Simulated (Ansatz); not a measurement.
Ba:

```
Ba
1.0
     0.00000    3.23267    3.23267
     3.23267    0.00000    3.23267
     3.23267    3.23267    0.00000
Ba
1
Direct
  0.00000 0.00000 0.00000
```

This isn't the form of Ba at room conditions, which is bcc.

Base run:

* Program: Ansatz 0.2.0
* Functional: m-r2SCAN
* Potentials or basis: Ansatz PAW
* Cutoff: 500 eV
* Density cutoff: 2000 eV
* k mesh: 7 × 7 × 7
* Occupations: fermi-dirac, width 0.05 eV
* Spin: no spin polarisation

Its results: pressure 0.0 GPa.

Q: The run is repeated on the same cell with these changes: functional from m-r2SCAN to PBEsol; cutoff from 500 eV to 420 eV; density cutoff from 2000 eV to 1680 eV. What comes out?

A: Pressure -1.0 GPa.

Caveats: the PAW data sets come from PBE, with cores solved anew for the run's functional, which leaves a small shift of forces and pressure.

Not every run made on this cell is shown here.
